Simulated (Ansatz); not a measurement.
**TiO2 (I4_1/amd), generalised stacking fault**

These are results of Ansatz 0.2.0, DFT r2SCAN+U, scalar-relativistic, plane waves, PAW, not measurements. Cutoff 500 eV, Γ-centred 6×6×3 k-points, Gaussian smearing of 0.05 eV. U_eff on d shells: Ti 4 eV. No spin polarisation. Energies are free energies at this smearing, counted from the undisturbed cell; pressure is positive in compression.

Reference structure (relaxed at this level):

```xyz
12
Lattice="-2.6848 2.6848 0.0202 -2.6848 -2.6848 0.0202 0.0724 0.0000 9.6599" Properties=species:S:1:pos:R:3 pbc="T T T"
Ti   -0.6078   -0.6712    8.4574
Ti   -3.3288   -0.6712    3.6477
Ti   -2.0045    0.6712    1.2226
Ti   -4.6531    0.6712    6.0727
O    -0.6653   -0.6712    0.7888
O    -3.3139   -0.6712    5.6389
O    -1.9470    0.6712    8.8913
O    -4.6680    0.6712    4.0815
O    -3.3437   -0.6712    1.6564
O    -3.3075    2.0136    6.4864
O    -1.9534   -2.0136    8.0438
O    -1.9896    0.6712    3.2138
```

The cut lies on the cell's a–b face, a (0 0 1) plane (indices in the standard cell, whose axes needn't be the Cartesian ones shown) of area 14.42 Å², between layers 1.57 Å apart. Vector c is tilted by f times 1·a − 1·b (length 5.370 Å) with the atoms' Cartesian places fixed: one unrelaxed fault a cell.

| f | γ (mJ/m²) |
| --- | --- |
| 0.0000 | 0 |
| 0.0833 | 603 |
| 0.1667 | 2078 |
| 0.2500 | 3491 |
| 0.3333 | 4253 |
| 0.5000 | 4257 |

By symmetry 0.6667 repeats 0.3333, 0.8333 repeats 0.1667 in energy, with the opposite slope along the path.

Cost: 6 runs of about 9.9 core-minutes in all, on Arm Neoverse V2 (shared hosts).